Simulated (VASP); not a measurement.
# InSb (F-43m) in VASP: a series of runs

One crystal, InSb, is run at these levels: PBEsol, LDA; tasks: relaxation of cell and atoms.

Everything below comes from runs of VASP 6.6.1. Logs are shortened: lines on timing, memory, paths and dates and some standing lists are left out, and cuts for length are marked.

## (1) The crystal as given

Symmetry: F-43m, No. 216, cubic system. Conventional cell: a = 6.521 Å, b = 6.521 Å, c = 6.521 Å, α = 90.00°, β = 90.00°, γ = 90.00°. In (site symmetry -43m) has 4 Sb at 2.82 Å as nearest neighbours. Sb (site symmetry -43m) has 4 In at 2.82 Å as nearest neighbours.

## (2) Relaxation of cell and atoms, PBEsol

Input file INCAR:

```
SYSTEM = InSb
PREC = Accurate
ENCUT = 600
EDIFF = 1E-7
ISMEAR = 0
SIGMA = 0.03
LREAL = .FALSE.
LASPH = .TRUE.
NELM = 80
ALGO = Normal
ISIF = 3
LWAVE = .FALSE.
LCHARG = .FALSE.
GGA = PS
IBRION = 2
NSW = 90
EDIFFG = -0.005
```

Input file KPOINTS:

```
Automatic mesh
0
G
  10 10 10
  0 0 0
```

Input file POSCAR:

```
InSb                                    
1.0
   -0.0000000000      3.2603245817      3.2603245817
    3.2603245817      0.0000000000      3.2603245817
    3.2603245817      3.2603245817      0.0000000000
  In              Sb            
     1     1
Direct
     0.0000000000000000    0.0000000000000000    0.0000000000000000
     0.2500000000000000    0.2500000000000000    0.2500000000000000
```

Potentials or basis: VASP PAW PBE potentials, release 64 (In_d, Sb).

Command:

```sh
cat potpaw_PBE.64/In_d/POTCAR potpaw_PBE.64/Sb/POTCAR > POTCAR
mpirun -np 1 vasp_std > vasp.out
```

OUTCAR:

```text
SYSTEM = InSb
   PREC = Accurate
   ENCUT = 600
   EDIFF = 1E-7
   ISMEAR = 0
   LREAL = .FALSE.
   LASPH = .TRUE.
   NELM = 80
   ISIF = 3
   GGA = PS
   IBRION = 2
   NSW = 90
   EDIFFG = -0.005

 ion  position               nearest neighbor table
   1  0.000  0.000  0.000-   2 2.82   2 2.82   2 2.82   2 2.82
   2  0.250  0.250  0.250-   1 2.82   1 2.82   1 2.82   1 2.82

  LATTYP: Found a face centered cubic cell.
 ALAT       =     6.5206491634

  Lattice vectors:

 A1 = (   0.0000000000,   3.2603245817,   3.2603245817)
 A2 = (   3.2603245817,   0.0000000000,   3.2603245817)
 A3 = (   3.2603245817,   3.2603245817,   0.0000000000)

Analysis of symmetry for initial positions (statically):
=====================================================================
 Subroutine PRICEL returns:
 Original cell was already a primitive cell.

 Routine SETGRP: Setting up the symmetry group for a
 face centered cubic supercell.

 Subroutine GETGRP returns: Found 24 space group operations
 (whereof 24 operations were pure point group operations)
 out of a pool of 48 trial point group operations.

The static configuration has the point symmetry T_d .

Analysis of symmetry for dynamics (positions and initial velocities):
=====================================================================
 Subroutine PRICEL returns:
 Original cell was already a primitive cell.

 Routine SETGRP: Setting up the symmetry group for a
 face centered cubic supercell.

 Subroutine GETGRP returns: Found 24 space group operations
 (whereof 24 operations were pure point group operations)
 out of a pool of 48 trial point group operations.

The dynamic configuration has the point symmetry T_d .

 Subroutine INISYM returns: Found 24 space group operations
 (whereof 24 operations are pure point group operations),
 and found     1 'primitive' translations

----------------------------------------------------------------------------------------

                                     Primitive cell

  volume of cell :      69.3127

  direct lattice vectors                    reciprocal lattice vectors
     0.000000000  3.260324582  3.260324582    -0.153358964  0.153358964  0.153358964
     3.260324582  0.000000000  3.260324582     0.153358964 -0.153358964  0.153358964
     3.260324582  3.260324582  0.000000000     0.153358964  0.153358964 -0.153358964

  length of vectors
     4.610795241  4.610795241  4.610795241     0.265625517  0.265625517  0.265625517

  position of ions in fractional coordinates (direct lattice)
     0.000000000  0.000000000  0.000000000
     0.250000000  0.250000000  0.250000000

  ion indices of the primitive-cell ions
   primitive index   ion index
                 1           1
                 2           2

----------------------------------------------------------------------------------------

 KPOINTS: Automatic mesh

Automatic generation of k-mesh.
 Grid dimensions read from file:
 generate k-points for:   10   10   10

 Generating k-lattice:

  Cartesian coordinates                     Fractional coordinates (reciprocal lattice)
    -0.015335896  0.015335896  0.015335896     0.100000000  0.000000000  0.000000000
     0.015335896 -0.015335896  0.015335896     0.000000000  0.100000000  0.000000000
     0.015335896  0.015335896 -0.015335896     0.000000000  0.000000000  0.100000000

  Length of vectors
     0.026562552  0.026562552  0.026562552

  Shift w.r.t. Gamma in fractional coordinates (k-lattice)
     0.000000000  0.000000000  0.000000000

 Subroutine IBZKPT returns following result:
 ===========================================

 Found     47 irreducible k-points:

 Following reciprocal coordinates:
            Coordinates               Weight
  0.000000  0.000000  0.000000      1.000000
  0.100000  0.000000  0.000000      8.000000
  0.200000  0.000000  0.000000      8.000000
  0.300000  0.000000  0.000000      8.000000
  0.400000  0.000000  0.000000      8.000000
  0.500000  0.000000  0.000000      4.000000
[... 16 lines left out ...]
  0.300000  0.300000  0.000000      6.000000
  0.400000  0.300000  0.000000     24.000000
 [... further k-points ...]
   k-points           NKPTS =     47   k-points in BZ     NKDIM =     47   number of bands    NBANDS=     13
   number of dos      NEDOS =    301   number of ions     NIONS =      2
   total plane-waves  NPLWV =  64000
   dimension x,y,z NGX =    40 NGY =   40 NGZ =   40
   dimension x,y,z NGXF=    80 NGYF=   80 NGZF=   80
   ions per type =               1   1
   NGX,Y,Z   is equivalent  to a cutoff of  14.42, 14.42, 14.42 a.u.
   NGXF,Y,Z  is equivalent  to a cutoff of  28.84, 28.84, 28.84 a.u.
 SYSTEM =  InSb
   PREC   = accura    normal or accurate (medium, high low for compatibility)
   ISTART =      0    job   : 0-new  1-cont  2-samecut
   ICHARG =      2    charge: 1-file 2-atom 10-const
   ISPIN  =      1    spin polarized calculation?
   LNONCOLLINEAR =      F non collinear calculations
   LSORBIT =      F    spin-orbit coupling
   LASPH  =      T    aspherical Exc in radial PAW
   ENCUT  =  600.0 eV  44.10 Ry    6.64 a.u.   9.21  9.21  9.21*2*pi/ulx,y,z
   NELM   =     80;   NELMIN=  2; NELMDL= -5     # of ELM steps
   EDIFF  = 0.1E-06   stopping-criterion for ELM
   LREAL  =      F    real-space projection
   EDIFFG = -.5E-02   stopping-criterion for IOM
   NSW    =     90    number of steps for IOM
   IBRION =      2    ionic relax: 0-MD 1-quasi-New 2-CG
   NFREE  =      1    steps in history (QN), initial steepest desc. (CG)
   ISIF   =      3    stress and relaxation
   ISYM   =      2    0-nonsym 1-usesym 2-fastsym
   POTIM  = 0.5000    time-step for ionic-motion
   TEBEG  =    0.0;   TEEND  =   0.0 temperature during run
   PSTRESS=    0.0 pullay stress
   NELECT =      18.0000    total number of electrons
   NUPDOWN=      -1.0000    fix difference up-down
   EMIN   =  10.00;   EMAX   =-10.00  energy-range for DOS
   EFERMI =   0.00;   METHOD = LEGACY
   ISMEAR =     0;   SIGMA  =   0.03  broadening in eV -4-tet -1-fermi 0-gaus
   EFERMI_NEDOS =   21; number of points for ismear=-14 and -15
   IALGO  =     38    algorithm
   IMIX   =      4    mixing-type and parameters
     AMIX     =   0.40;   BMIX     =  1.00
     AMIX_MAG =   1.60;   BMIX_MAG =  1.00
  volume/ion in A,a.u.               =      34.66       233.87
  Fermi-wavevector in a.u.,A,eV,Ry     =   1.044467  1.973757 14.842757  1.090912
  Thomas-Fermi vector in A             =   2.179221
   LORBIT       =      0    0 simple, 1 ext, 2 COOP (PROOUT), +10 PAW based schemes
   GGA     = PS    functional components
   LHFCALC =     F    Hartree Fock is set to
   AEXX    =    0.0000 exact exchange contribution
   IVDW    =     0    specifies the selected vdW correction
   LEPSILON=     F    determine dielectric tensor
   LRPA    =     F    only Hartree local field effects (RPA)
 conjugate gradient relaxation of ions
 non-spin polarized calculation
 Gauss-broadening in eV      SIGMA  =   0.03
  energy-cutoff  :      600.00
  volume of cell :       69.31
 maximum number of plane-waves:      2334
 NGX is ok and might be reduce to    40
   NGX = 19   NGY = 19   NGZ = 19

 number of electron      17.9999999 magnetization

 Free energy of the ion-electron system (eV)
  ---------------------------------------------------
  ext. energy  EPLUGINS =         0.00000000
  ---------------------------------------------------
  free energy    TOTEN  =        -7.69993792 eV

  energy without entropy =       -7.69989164  energy(sigma->0) =       -7.69991478

 E-fermi :   4.7704     XC(G=0):  -8.7871

 val. band max:        4.7612871904   @ k =   0.0000   0.0000   0.0000
 cond. band min:       5.1998313257   @ k =   0.5000   0.0000   0.0000
 fundamental gap:      0.4385441353
 Fermi energy:         4.7704242649

 k-point     1 :       0.0000    0.0000    0.0000
  band No.  band energies     occupation
      1      -9.7389      2.00000
      2      -9.7389      2.00000
      3      -9.7389      2.00000
      4      -9.6576      2.00000
      5      -9.6576      2.00000
      6      -5.8670      2.00000
      7       4.3915      2.00000
      8       4.7613      1.33333
      9       4.7613      1.33333
     10       4.7613      1.33333
     11       7.6946      0.00000
     12       7.6946      0.00000
     13       7.6946      0.00000

 k-point     2 :       0.1000    0.0000    0.0000
  band No.  band energies     occupation
      1      -9.7433      2.00000
      2      -9.7369      2.00000
      3      -9.7369      2.00000
      4      -9.6578      2.00000
      5      -9.6578      2.00000
      6      -5.7780      2.00000
      7       3.2096      2.00000
      8       4.6245      2.00000
      9       4.6245      2.00000
     10       5.4991      0.00000
     11       7.8794      0.00000
     12       7.8852      0.00000
     13       7.8852      0.00000

 k-point     3 :       0.2000    0.0000    0.0000
  band No.  band energies     occupation
      1      -9.7548      2.00000
      2      -9.7319      2.00000
      3      -9.7319      2.00000
      4      -9.6579      2.00000
      5      -9.6579      2.00000
      6      -5.5216      2.00000
      7       1.8050      2.00000
      8       4.3299      2.00000
      9       4.3299      2.00000
     10       5.6180      0.00000
     11       8.2654      0.00000
     12       8.2654      0.00000
     13       8.7472      0.00000
[... 305 lines left out ...]
 k-point    23 :       0.3000    0.3000    0.0000
  band No.  band energies     occupation
      1      -9.7909      2.00000
      2      -9.7119      2.00000
      3      -9.7119      2.00000
      4      -9.6689      2.00000
      5      -9.6519      2.00000
      6      -4.8731      2.00000
      7       0.4392      2.00000
      8       3.0776      2.00000
      9       3.0776      2.00000
     10       6.0955      0.00000
     11       7.0080      0.00000
     12      10.6653      0.00000
     13      10.6653      0.00000

 k-point    24 :       0.4000    0.3000    0.0000
  band No.  band energies     occupation
      1      -9.7997      2.00000
      2      -9.7077      2.00000
      3      -9.7068      2.00000
      4      -9.6705      2.00000
      5      -9.6512      2.00000
      6      -4.5370      2.00000
      7      -0.1967      2.00000
      8       2.6454      2.00000
      9       2.8980      2.00000
     10       6.2252      0.00000
     11       6.9884      0.00000
     12      10.5039      0.00000
     13      11.0533      0.00000

 [... further k-points ...]

------------------------ aborting loop because EDIFF is reached ----------------------------------------

  FORCE on cell =-STRESS in cart. coord.  units (eV):
  Direction    XX          YY          ZZ          XY          YZ          ZX
  --------------------------------------------------------------------------------------
  -------------------------------------------------------------------------------------
  Total        0.0011276      0.0011276      0.0011276      0.0000000      0.0000000     -0.0000000
  in kB        0.0260636      0.0260636      0.0260636      0.0000000      0.0000000     -0.0000000
  external PRESSURE =       0.0260636 kB  Pullay stress =       0.0000000 kB

 VOLUME and BASIS-vectors are now :
 -----------------------------------------------------------------------------
  energy-cutoff  :      600.00
  volume of cell :       69.31
      direct lattice vectors                 reciprocal lattice vectors
     0.000000000  3.260324582  3.260324582    -0.153358964  0.153358964  0.153358964
     3.260324582  0.000000000  3.260324582     0.153358964 -0.153358964  0.153358964
     3.260324582  3.260324582  0.000000000     0.153358964  0.153358964 -0.153358964

 POSITION                                       TOTAL-FORCE (eV/Angst)
 -----------------------------------------------------------------------------------
      0.00000      0.00000      0.00000         0.000000      0.000000      0.000000
      1.63016      1.63016      1.63016        -0.000000     -0.000000     -0.000000
 -----------------------------------------------------------------------------------
    total drift:                               -0.000000     -0.000000     -0.000000

  FREE ENERGIE OF THE ION-ELECTRON SYSTEM (eV)
  ---------------------------------------------------
  free  energy   TOTEN  =        -7.6999379193 eV

  energy  without entropy=       -7.6998916406  energy(sigma->0) =       -7.69991478

 reached required accuracy - stopping structural energy minimisation
```

Run time: 36 s. Hardware: 1 thread of Intel Xeon 6975P-C (Granite Rapids), shared host; peak memory 0.26 GiB.

What came out:

```
Free energy             : -7.6999 eV
Pressure after relaxing : 0.0 GPa
Band gap on the k mesh  : none (metal or under the smearing width)
```

Final structure:
```
CELL_PARAMETERS angstrom
0.00000 3.26032 3.26032
3.26032 0.00000 3.26032
3.26032 3.26032 0.00000
ATOMIC_POSITIONS crystal
In 0.00000 0.00000 0.00000
Sb 0.25000 0.25000 0.25000
```

Levels at points of the mesh, in eV from the Fermi level:
```
           k point  band 6  band 7  band 8  band 9  band 10  band 11  band 12  band 13
(0.00, 0.00, 0.00)  -10.64   -0.38   -0.01   -0.01    -0.01     2.92     2.92     2.92
(0.50, 0.00, 0.00)   -9.31   -5.58   -0.99   -0.99     0.43     3.76     3.76     5.96
(0.50, 0.50, 0.00)   -8.72   -5.88   -2.22   -2.22     1.27     1.28     8.00     8.00
```

Caveat: the relaxation stopped at its first step, so nothing moved; the PAW data sets were made with another functional, which shifts forces and pressure a little; this crystal is a semiconductor, whose small gap the functional closes, so the metal is an error of the method.

(Part 1 of 2 ends here.)
